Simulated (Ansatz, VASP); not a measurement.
# Na in VASP and in Ansatz

```
CELL_PARAMETERS angstrom
0.00000 2.52795 2.52795
2.52795 0.00000 2.52795
2.52795 2.52795 0.00000
ATOMIC_POSITIONS crystal
Na 0.00000 0.00000 0.00000
```

Alike in both runs: functional PBE; k mesh 13 × 13 × 13; occupations fermi-dirac, width 0.08 eV; no spin polarisation.

Ansatz relaxed the structure, and its values are those at the end. VASP's run is a single point on that final structure, the one shown.

|  | VASP | Ansatz |
| --- | --- | --- |
| version | VASP 6.6.1 | Ansatz 0.2.0 |
| potentials or method | VASP PAW PBE potentials, release 64 (Na_pv), cutoff 520 eV | all-electron LAPW, scalar-relativistic |

VASP gave:

| Property | Result |
| --- | --- |
| pressure (GPa) | 1.3 |

Task: What did Ansatz give for the same quantities?

Result: Pressure (GPa): 1.4.

Ansatz ran all-electron here, so the differences hold the error of VASP's frozen core and of both bases.
